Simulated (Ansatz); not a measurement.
The system is Sb.

```
Sb
1.0
    -1.87134    1.87134    1.87134
     1.87134   -1.87134    1.87134
     1.87134    1.87134   -1.87134
Sb
1
Direct
  0.00000 0.00000 0.00000
```

This isn't the form of Sb at room conditions, which is rhombohedral.

Base run:

- Program: Ansatz 0.2.0
- Functional: LDA
- Potentials or basis: Ansatz PAW
- Cutoff: 420 eV (not typed: the program's choice for these potentials)
- k mesh: 10 × 10 × 10
- Occupations: gaussian, width 0.1 eV
- Spin: no spin polarisation

Its results: band gap on the k mesh none (metal or under the smearing width); pressure -1.2 GPa.

Problem. The run is repeated on the same cell with these changes: functional from LDA to PBE. What comes out?

Solution. Band gap on the k mesh none (metal or under the smearing width); pressure 3.2 GPa.

PBE binds less tightly than LDA, so the same cell stands under more pressure.

Caveats: the PAW data sets come from PBE, with cores solved anew for the run's functional, which leaves a small shift of forces and pressure (some runs).
